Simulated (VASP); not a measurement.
# Pt (Fm-3m) in VASP: further runs

One crystal, Pt, is run at these levels: revPBE+D3(BJ); tasks: relaxation of cell and atoms, electrostatic potential.

All numbers are computed with VASP 6.6.1; they aren't measurements. Logs are shortened: lines on timing, memory, paths and dates and some standing lists are left out, and cuts for length are marked.

### Step 1. The structure

Symmetry: Fm-3m, No. 225, cubic system. The conventional cell has a = 3.920 Å, b = 3.920 Å, c = 3.920 Å, α = 90.00°, β = 90.00°, γ = 90.00°. Around Pt (site symmetry m-3m) lie 12 Pt at 2.77 Å.

The cell was built by a generator and needn't be a form met in nature.

### Step 2. Relaxation of cell and atoms, revPBE+D3(BJ)

Input file INCAR:

```
PREC = Accurate
ENCUT = 600
EDIFF = 1E-6
ISMEAR = 1
SIGMA = 0.1
LREAL = F
LASPH = T
NELM = 120
ALGO = Fast
ISIF = 3
LWAVE = F
LCHARG = F
GGA = RE
IVDW = 12
IBRION = 2
NSW = 60
EDIFFG = -0.005
```

Input file KPOINTS:

```
Automatic mesh
0
Gamma
  18 18 18
```

Input file POSCAR:

```
Pt
1.0
    0.0000000000      1.9600000000      1.9600000000
    1.9600000000      0.0000000000      1.9600000000
    1.9600000000      1.9600000000      0.0000000000
Pt
1
Direct
    0.0000000000      0.0000000000      0.0000000000
```

Potentials or basis: VASP PAW PBE potentials, release 64 (Pt).

On the command line:

```sh
cat potpaw_PBE.64/Pt/POTCAR > POTCAR
mpirun -np 1 vasp_std > vasp.out
```

OUTCAR:

```text
PREC = Accurate
   ENCUT = 600
   EDIFF = 1E-6
   ISMEAR = 1
   LREAL = F
   LASPH = T
   NELM = 120
   ISIF = 3
   GGA = RE
   IVDW = 12
   IBRION = 2
   NSW = 60
   EDIFFG = -0.005
 IVDW          = 12

 ion  position               nearest neighbor table
   1  0.000  0.000  0.000-

  LATTYP: Found a face centered cubic cell.
 ALAT       =     3.9200000000

  Lattice vectors:

 A1 = (   0.0000000000,   1.9600000000,   1.9600000000)
 A2 = (   1.9600000000,   0.0000000000,   1.9600000000)
 A3 = (   1.9600000000,   1.9600000000,   0.0000000000)

Analysis of symmetry for initial positions (statically):
=====================================================================
 Subroutine PRICEL returns:
 Original cell was already a primitive cell.

 Routine SETGRP: Setting up the symmetry group for a
 face centered cubic supercell.

 Subroutine GETGRP returns: Found 48 space group operations
 (whereof 48 operations were pure point group operations)
 out of a pool of 48 trial point group operations.

The static configuration has the point symmetry O_h .

Analysis of symmetry for dynamics (positions and initial velocities):
=====================================================================
 Subroutine PRICEL returns:
 Original cell was already a primitive cell.

 Routine SETGRP: Setting up the symmetry group for a
 face centered cubic supercell.

 Subroutine GETGRP returns: Found 48 space group operations
 (whereof 48 operations were pure point group operations)
 out of a pool of 48 trial point group operations.

The dynamic configuration has the point symmetry O_h .

 Subroutine INISYM returns: Found 48 space group operations
 (whereof 48 operations are pure point group operations),
 and found     1 'primitive' translations

----------------------------------------------------------------------------------------

                                     Primitive cell

  volume of cell :      15.0591

  direct lattice vectors                    reciprocal lattice vectors
     0.000000000  1.960000000  1.960000000    -0.255102041  0.255102041  0.255102041
     1.960000000  0.000000000  1.960000000     0.255102041 -0.255102041  0.255102041
     1.960000000  1.960000000  0.000000000     0.255102041  0.255102041 -0.255102041

  length of vectors
     2.771858582  2.771858582  2.771858582     0.441849696  0.441849696  0.441849696

  position of ions in fractional coordinates (direct lattice)
     0.000000000  0.000000000  0.000000000

  ion indices of the primitive-cell ions
   primitive index   ion index
                 1           1

----------------------------------------------------------------------------------------

 KPOINTS: Automatic mesh

Automatic generation of k-mesh.
 Grid dimensions read from file:
 generate k-points for:   18   18   18

 Generating k-lattice:

  Cartesian coordinates                     Fractional coordinates (reciprocal lattice)
    -0.014172336  0.014172336  0.014172336     0.055555556  0.000000000  0.000000000
     0.014172336 -0.014172336  0.014172336     0.000000000  0.055555556  0.000000000
     0.014172336  0.014172336 -0.014172336     0.000000000  0.000000000  0.055555556

  Length of vectors
     0.024547205  0.024547205  0.024547205

  Shift w.r.t. Gamma in fractional coordinates (k-lattice)
     0.000000000  0.000000000  0.000000000

 Subroutine IBZKPT returns following result:
 ===========================================

 Found    195 irreducible k-points:

 Following reciprocal coordinates:
            Coordinates               Weight
  0.000000  0.000000  0.000000      1.000000
  0.055556  0.000000  0.000000      8.000000
  0.111111  0.000000  0.000000      8.000000
  0.166667  0.000000  0.000000      8.000000
  0.222222  0.000000  0.000000      8.000000
  0.277778  0.000000  0.000000      8.000000
[... 16 lines left out ...]
 -0.277778  0.055556  0.000000     24.000000
 -0.222222  0.055556  0.000000     24.000000
 [... further k-points ...]
   k-points           NKPTS =    195   k-points in BZ     NKDIM =    195   number of bands    NBANDS=      9
   number of dos      NEDOS =    301   number of ions     NIONS =      1
   total plane-waves  NPLWV =  13824
   dimension x,y,z NGX =    24 NGY =   24 NGZ =   24
   dimension x,y,z NGXF=    48 NGYF=   48 NGZF=   48
   ions per type =               1
   NGX,Y,Z   is equivalent  to a cutoff of  14.39, 14.39, 14.39 a.u.
   NGXF,Y,Z  is equivalent  to a cutoff of  28.79, 28.79, 28.79 a.u.
 SYSTEM =  unknown system
   PREC   = accura    normal or accurate (medium, high low for compatibility)
   ISTART =      0    job   : 0-new  1-cont  2-samecut
   ICHARG =      2    charge: 1-file 2-atom 10-const
   ISPIN  =      1    spin polarized calculation?
   LNONCOLLINEAR =      F non collinear calculations
   LSORBIT =      F    spin-orbit coupling
   LASPH  =      T    aspherical Exc in radial PAW
   ENCUT  =  600.0 eV  44.10 Ry    6.64 a.u.   5.54  5.54  5.54*2*pi/ulx,y,z
   NELM   =    120;   NELMIN=  2; NELMDL= -5     # of ELM steps
   EDIFF  = 0.1E-05   stopping-criterion for ELM
   LREAL  =      F    real-space projection
   EDIFFG = -.5E-02   stopping-criterion for IOM
   NSW    =     60    number of steps for IOM
   IBRION =      2    ionic relax: 0-MD 1-quasi-New 2-CG
   NFREE  =      1    steps in history (QN), initial steepest desc. (CG)
   ISIF   =      3    stress and relaxation
   ISYM   =      2    0-nonsym 1-usesym 2-fastsym
   POTIM  = 0.5000    time-step for ionic-motion
   TEBEG  =    0.0;   TEEND  =   0.0 temperature during run
   PSTRESS=    0.0 pullay stress
   NELECT =      10.0000    total number of electrons
   NUPDOWN=      -1.0000    fix difference up-down
   EMIN   =  10.00;   EMAX   =-10.00  energy-range for DOS
   EFERMI =   0.00;   METHOD = LEGACY
   ISMEAR =     1;   SIGMA  =   0.10  broadening in eV -4-tet -1-fermi 0-gaus
   EFERMI_NEDOS =   21; number of points for ismear=-14 and -15
   IALGO  =     68    algorithm
   IMIX   =      4    mixing-type and parameters
     AMIX     =   0.40;   BMIX     =  1.00
     AMIX_MAG =   1.60;   BMIX_MAG =  1.00
  volume/ion in A,a.u.               =      15.06       101.62
  Fermi-wavevector in a.u.,A,eV,Ry     =   1.428265  2.699029 27.755077  2.039941
  Thomas-Fermi vector in A             =   2.548345
   LORBIT       =      0    0 simple, 1 ext, 2 COOP (PROOUT), +10 PAW based schemes
   GGA     = RE    functional components
   LHFCALC =     F    Hartree Fock is set to
   AEXX    =    0.0000 exact exchange contribution
   IVDW    =    12    specifies the selected vdW correction
   LEPSILON=     F    determine dielectric tensor
   LRPA    =     F    only Hartree local field effects (RPA)
 conjugate gradient relaxation of ions
 non-spin polarized calculation
 RMM-DIIS sequential band-by-band and
 Methfessel and Paxton  Order N= 1 SIGMA  =   0.10
  energy-cutoff  :      600.00
  volume of cell :       15.06
 maximum number of plane-waves:       531
 NGX is ok and might be reduce to    24
   NGX = 11   NGY = 11   NGZ = 11

--------------------------------------- Ionic step        1  -------------------------------------------

 number of electron      10.0000000 magnetization

 Free energy of the ion-electron system (eV)
  ---------------------------------------------------
  ext. energy  EPLUGINS =         0.00000000
  ---------------------------------------------------
  free energy    TOTEN  =        -5.54576064 eV

  energy without entropy =       -5.54505351  energy(sigma->0) =       -5.54552493

------------------------ aborting loop because EDIFF is reached ----------------------------------------

 Edisp (eV)   -1.47229

 E8    (eV) :    -1.0538

  FORCE on cell =-STRESS in cart. coord.  units (eV):
  Direction    XX          YY          ZZ          XY          YZ          ZX
  --------------------------------------------------------------------------------------
  -------------------------------------------------------------------------------------
  Total      -0.32970    -0.32970    -0.32970     0.00000    -0.00000    -0.00000
  in kB     -35.07786   -35.07786   -35.07786     0.00000    -0.00000    -0.00000
  external pressure =      -35.08 kB  Pullay stress =        0.00 kB
[... 176 lines left out ...]
  energy  without entropy=       -7.0194258897  energy(sigma->0) =       -7.01988695

--------------------------------------- Ionic step        6  -------------------------------------------

 number of electron       9.9999999 magnetization

 Free energy of the ion-electron system (eV)
  ---------------------------------------------------
  ext. energy  EPLUGINS =         0.00000000
  ---------------------------------------------------
  free energy    TOTEN  =        -5.52874493 eV

  energy without entropy =       -5.52805335  energy(sigma->0) =       -5.52851440

 E-fermi :  11.5918     XC(G=0): -13.5352

 val. band max:       11.5903964790   @ k =   0.3889   0.2778   0.0000
 cond. band min:      11.5929426264   @ k =  -0.3333   0.3889   0.1111
 fundamental gap:      0.0025461474
 Fermi energy:        11.5918498102

 k-point     1 :       0.0000    0.0000    0.0000
  band No.  band energies     occupation
      1       1.2400      2.00000
      2       7.7191      2.00000
      3       7.7191      2.00000
      4       7.7191      2.00000
      5       9.9160      2.00000
      6       9.9160      2.00000
      7      26.1706      0.00000
      8      31.2308      0.00000
      9      31.2308      0.00000
[... 265 lines left out ...]
 k-point    24 :      -0.2222    0.0556    0.0000
  band No.  band energies     occupation
      1       3.3060      2.00000
      2       7.2179      2.00000
      3       8.1161      2.00000
      4       8.1850      2.00000
      5       9.7160      2.00000
      6      10.4134      2.00000
      7      25.3606      0.00000
      8      28.1520      0.00000
      9      32.8137      0.00000

 [... further k-points ...]

------------------------ aborting loop because EDIFF is reached ----------------------------------------

 Edisp (eV)   -1.49137

 E8    (eV) :    -1.0675

  FORCE on cell =-STRESS in cart. coord.  units (eV):
  Direction    XX          YY          ZZ          XY          YZ          ZX
  --------------------------------------------------------------------------------------
  -------------------------------------------------------------------------------------
  Total      -0.00486    -0.00486    -0.00486    -0.00000     0.00000    -0.00000
  in kB      -0.52385    -0.52385    -0.52385    -0.00000     0.00000    -0.00000
  external pressure =       -0.52 kB  Pullay stress =        0.00 kB
[... 16 lines left out ...]
  FREE ENERGIE OF THE ION-ELECTRON SYSTEM (eV)
  ---------------------------------------------------
  free  energy   TOTEN  =        -7.0201176834 eV

  energy  without entropy=       -7.0194260980  energy(sigma->0) =       -7.01988715

 reached required accuracy - stopping structural energy minimisation
```

Run time: 1.7 min. Hardware: 1 thread of Intel Xeon Platinum 8375C at 2.90GHz (Ice Lake), shared host; peak memory 0.19 GiB.

Results:

```
Free energy                            : -7.0201 eV
Relaxed volume                         : 14.88 Å³/atom
Relaxed cell                           : a = 2.761 Å, b = 2.761 Å, c = 2.761 Å, α = 60.00°, β = 60.00°, γ = 60.00°
Space group after relaxing (to 0.05 Å) : Fm-3m (No. 225)
Energy gained by relaxing              : 2.1 meV/atom
Ionic steps                            : 6
Pressure after relaxing                : -0.1 GPa
Band gap on the k mesh                 : none (metal or under the smearing width)
Dispersion energy per atom             : -1.491 eV
```

Step by step:
```csv
step,energy change (eV),largest force (eV/Å),pressure (GPa),volume (Å³)
1,0.0000,0.0000,-3.51,15.06
2,0.0158,0.0000,11.62,14.35
3,-0.0021,0.0000,0.06,14.87
4,-0.0021,0.0000,-0.06,14.88
5,-0.0021,0.0000,-0.06,14.88
6,-0.0021,0.0000,-0.05,14.88
```

Final structure:
```
Pt
1.0
     0.00000    1.95201    1.95201
     1.95201    0.00000    1.95201
     1.95201    1.95201    0.00000
Pt
1
Direct
  0.00000 0.00000 0.00000
```

Levels at points of the mesh, in eV from the Fermi level:
| k point | band 1 | band 2 | band 3 | band 4 | band 5 | band 6 | band 7 | band 8 | band 9 |
| --- | --- | --- | --- | --- | --- | --- | --- | --- | --- |
| (0.00, 0.00, 0.00) | -10.35 | -3.87 | -3.87 | -3.87 | -1.68 | -1.68 | 14.58 | 19.64 | 19.64 |
| (0.50, 0.00, 0.00) | -7.46 | -3.94 | -3.94 | -0.52 | 0.04 | 0.04 | 5.97 | 14.16 | 19.09 |
| (0.50, 0.50, 0.00) | -7.23 | -6.76 | 0.00 | 0.50 | 0.50 | 1.77 | 9.06 | 11.45 | 11.45 |

Caveat: the PAW data sets were made with another functional, which shifts forces and pressure a little; pairwise dispersion overbinds metals, which lowers pressure and volume. Spin-orbit coupling is left out, which matters for the levels of Pt.

(Continued in part 2 of 2.)
